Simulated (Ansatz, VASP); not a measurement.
# Pd (linear Pd chain): VASP beside Ansatz, part 2 of 2

One calculation is typed for both programs; each brings its own data sets. How far apart do they land? The structure shown is the end of the Ansatz relaxation below.

VASP 6.6.1 and Ansatz 0.2.0.

So far: Starting point; Ansatz: relaxation, PBEsol.

## 3. VASP: single point, PBEsol

Level of this step: PBEsol, zero-moment start; plane waves and PAW (Pd) (VASP).

The same cell, functional, mesh and smearing now go to VASP, with its own data sets.

Lines of VASP's logs that name or quote its potential files are left out, and so is its time.

Input file INCAR:

```
SYSTEM = Pd
PREC = Accurate
ENCUT = 500
EDIFF = 1E-06
NELM = 200
ISMEAR = -1
SIGMA = 0.05
LREAL = .FALSE.
ALGO = Normal
GGA = PS
NBANDS = 11
ISPIN = 2
MAGMOM = 0
LASPH = .TRUE.
LMAXMIX = 4
LORBIT = 11
LWAVE = .FALSE.
LCHARG = .FALSE.
ISIF = 2
GGA_COMPAT = .FALSE.
```

Input file POSCAR:

```
Pd
1.0
    7.5000000000      0.0000000000      0.0000000000
    0.0000000000      7.5000000000      0.0000000000
    0.0000000000      0.0000000000      2.3624595039
Pd
1
Direct
    0.5000000000      0.5000000000      0.0000000000
```

Input file KPOINTS:

```
Automatic mesh
0
Gamma
1 1 31
0 0 0
```

PAW data sets: Pd (PBE family, release 64).

The run is started by

```bash
$ mpirun -np 1 vasp_std
```

Numbers of over 12 decimals in the logs are rounded to 6 here.

Output:

```text
[banner, memory and clock lines left out]
running    1 mpi-ranks, on    1 nodes
 distrk:  each k-point on    1 cores,    1 groups
 distr:  one band on    1 cores,    1 groups

 POSCAR found type information on POSCAR Pd
 POSCAR found :  1 types and       1 ions
|                                                                             |
|               ----> ADVICE to this user running VASP <----                  |
|                                                                             |
|     You enforced a specific xc type in the INCAR file but a different       |
|     [... a line on the potential file left out ...]
|     I HOPE YOU KNOW WHAT YOU ARE DOING!                                     |
|                                                                             |

 LDA part: xc-table for (Slater+PW92), standard interpolation
 POSCAR, INCAR and KPOINTS ok, starting setup
 FFT: planning ... GRIDC
 FFT: planning ... GRID_SOFT
 FFT: planning ... GRID
 WAVECAR not read
 entering main loop
       N       E                     dE             d eps       ncg     rms          rms(c)
DAV:   1     0.526566959069E+02    0.52657E+02   -0.33826E+03   704   0.628E+02
DAV:   2    -0.986753372066E+00   -0.53643E+02   -0.49073E+02   957   0.117E+02
DAV:   3    -0.309055707665E+01   -0.21038E+01   -0.20662E+01   831   0.287E+01
DAV:   4    -0.310368986201E+01   -0.13133E-01   -0.13127E-01   850   0.250E+00
DAV:   5    -0.310395111830E+01   -0.26126E-03   -0.26124E-03   859   0.352E-01    0.407E+00
DAV:   6    -0.305037582826E+01    0.53575E-01   -0.96760E-02   809   0.236E+00    0.252E+00
DAV:   7    -0.303193118030E+01    0.18445E-01   -0.52055E-02   724   0.160E+00    0.117E+00
DAV:   8    -0.302499376950E+01    0.69374E-02   -0.14101E-02   728   0.941E-01    0.186E-01
DAV:   9    -0.302471000687E+01    0.28376E-03   -0.15560E-03   744   0.218E-01    0.130E-01
DAV:  10    -0.302468241147E+01    0.27595E-04   -0.70468E-04   747   0.203E-01    0.227E-02
DAV:  11    -0.302488643541E+01   -0.20402E-03   -0.14295E-04   710   0.547E-02    0.146E-02
DAV:  12    -0.302494662608E+01   -0.60191E-04   -0.10779E-05   704   0.232E-02    0.557E-03
DAV:  13    -0.302496598723E+01   -0.19361E-04   -0.35167E-06   707   0.126E-02    0.532E-03
DAV:  14    -0.302496600400E+01   -0.16763E-07   -0.32181E-07   812   0.414E-03
   1 F= -.30249660E+01 E0= -.30140082E+01  d E =-.219156E-01  mag=     0.0000
```

OUTCAR, selected parts (step 3):

```text
ion  position               nearest neighbor table
   1  0.500  0.500  0.000-

  LATTYP: Found a simple tetragonal cell.
 ALAT       =     7.5000000000
 C/A-ratio  =     0.3149946005

 Subroutine GETGRP returns: Found 16 space group operations
 (whereof 16 operations were pure point group operations)

The static configuration has the point symmetry D_4h.

 Found     16 irreducible k-points:

   k-points           NKPTS =     16   k-points in BZ     NKDIM =     16   number of bands    NBANDS=     11

   dimension x,y,z NGX =    56 NGY =   56 NGZ =   18
   dimension x,y,z NGXF=   112 NGYF=  112 NGZF=   36

   ENCUT  =  500.0 eV  36.75 Ry    6.06 a.u.  13.67 13.67  4.31*2*pi/ulx,y,z

   NELECT =      10.0000    total number of electrons

 k-points in reciprocal lattice and weights: Automatic mesh
   0.00000000  0.00000000  0.00000000       0.032
   0.00000000  0.00000000  0.03225806       0.065
   0.00000000  0.00000000  0.06451613       0.065
   0.00000000  0.00000000  0.09677419       0.065
   0.00000000  0.00000000  0.12903226       0.065
   0.00000000  0.00000000  0.16129032       0.065
   0.00000000  0.00000000  0.19354839       0.065
   0.00000000  0.00000000  0.22580645       0.065
   0.00000000  0.00000000  0.25806452       0.065
[...]
0.00000000  0.00000000  0.45161290       0.065
   0.00000000  0.00000000  0.48387097       0.065

 average (electrostatic) potential at core
       1 -83.2593

 E-fermi :  -3.8002

 spin component 1
 k-point     1 :       0.0000    0.0000    0.0000
  band No.  band energies     occupation
      1      -8.9461      1.00000
      2      -5.3147      1.00000
      3      -5.3102      1.00000
      4      -4.5912      1.00000
      5      -3.5647      0.00893
      6      -3.5647      0.00893
      7      -0.2817      0.00000
      8      -0.2817      0.00000
      9       1.4494      0.00000
    ...

 k-point     2 :       0.0000    0.0000    0.0323
  band No.  band energies     occupation
      1      -8.8919      1.00000
      2      -5.3067      1.00000
      3      -5.3023      1.00000
      4      -4.5693      1.00000
      5      -3.6339      0.03469
      6      -3.6339      0.03469
      7      -0.2179      0.00000
      8      -0.2179      0.00000
      9       1.4763      0.00000
    ...

 k-point     3 :       0.0000    0.0000    0.0645
  band No.  band energies     occupation
    ...
      2      -5.2830      1.00000
      3      -5.2787      1.00000
      4      -4.5036      1.00000
      5      -3.8261      0.62651
      6      -3.8261      0.62651
      7      -0.0397      0.00000
      8      -0.0397      0.00000
      9       1.5571      0.00000
     10       2.7580      0.00000
     11       4.6097      0.00000

 k-point     4 :       0.0000    0.0000    0.0968
  band No.  band energies     occupation
    ...
      2      -5.2443      1.00000
      3      -5.2403      1.00000
      4      -4.3935      0.99999
      5      -4.1071      0.99785
      6      -4.1071      0.99785
      7       0.2255      0.00000
      8       0.2255      0.00000
      9       1.6919      0.00000
     10       2.8908      0.00000
     11       4.7682      0.00000

 k-point     5 :       0.0000    0.0000    0.1290
  band No.  band energies     occupation
    ...
      2      -5.1921      1.00000
      3      -5.1883      1.00000
      4      -4.4428      1.00000
      5      -4.4428      1.00000
      6      -4.2381      0.99984
      7       0.5532      0.00000
      8       0.5532      0.00000
      9       1.8806      0.00000
     10       3.0770      0.00000
     11       4.9869      0.00000

 k-point     6 :       0.0000    0.0000    0.1613
  band No.  band energies     occupation
    ...
      2      -5.1280      1.00000
      3      -5.1245      1.00000
      4      -4.8061      1.00000
      5      -4.8061      1.00000
      6      -4.0352      0.99098
      7       0.9282      0.00000
      8       0.9282      0.00000
      9       2.1233      0.00000
     10       3.3164      0.00000
     11       5.2636      0.00000

  Total       -0.0976427     -0.0976427     -0.1090344      0.0000000      0.0000000      0.0000000
  in kB       -1.1772359     -1.1772359     -1.3145812      0.0000000      0.0000000      0.0000000
  external PRESSURE =      -1.2230177 kB  Pullay stress =       0.0000000 kB

  energy-cutoff  :      500.00
  volume of cell :      132.89
      direct lattice vectors                 reciprocal lattice vectors
     7.500000000  0.000000000  0.000000000     0.133333333  0.000000000  0.000000000
     0.000000000  7.500000000  0.000000000     0.000000000  0.133333333  0.000000000
     0.000000000  0.000000000  2.362459504     0.000000000  0.000000000  0.423287679

 POSITION                                       TOTAL-FORCE (eV/Angst)
 -----------------------------------------------------------------------------------
      3.75000      3.75000      0.00000         0.000000      0.000000      0.000000
 -----------------------------------------------------------------------------------
    total drift:                                0.000000      0.000000      0.000000

  FREE ENERGIE OF THE ION-ELECTRON SYSTEM (eV)
  ---------------------------------------------------
  free  energy   TOTEN  =        -3.0249660040 eV

  energy  without entropy=       -3.0030504514  energy(sigma->0) =       -3.01400823

 total charge
# of ion       s       p       d       tot
------------------------------------------
    1        0.450   0.169   8.602   9.221

 magnetization (x)
# of ion       s       p       d       tot
------------------------------------------
    1        0.000   0.000  -0.000  -0.000

[... 4 further parts left out ...]
```

## 4. Side by side

Known differences besides the potentials themselves: the data sets hold 18 valence electrons in Ansatz (on its default PAW (the set named soft_2) files) and 10 in VASP; the cutoff is 420 eV in Ansatz and 500 eV in VASP; Ansatz makes its cores anew for this functional, VASP keeps those of its PBE data sets; Ansatz's pressure holds a Pulay correction, VASP's none. Total energies have different zeros and are not compared.

The two programs side by side:

```tsv
quantity	Ansatz	VASP	difference
pressure (GPa)	-0.08	-0.12	+0.04
```

## 5. Outcome

```
difference in pressure (single point, PBEsol) : 0.041 GPa
```

The difference in pressure is 0.041 GPa (single point, PBEsol), within the 1 GPa picked in this series as the mark of a large difference. The data sets hold unlike numbers of valence electrons (18 in Ansatz and 10 in VASP), so part of the differences comes from the potentials. How closely two codes agree says nothing of how well the functional describes the real material.

[Lines on the potential files, build, host, timing and source positions are cut from VASP's logs without a mark.]

[Logs are printed without paths, hosts, clocks, repeated set-up lines and the standing remarks that a program may print on its own settings, such as how far it seeks lower states.]

[Hosts, paths, dates, database ids (printed as entryN), source tags and the programs' standing remarks are cut or masked in the printed files.]
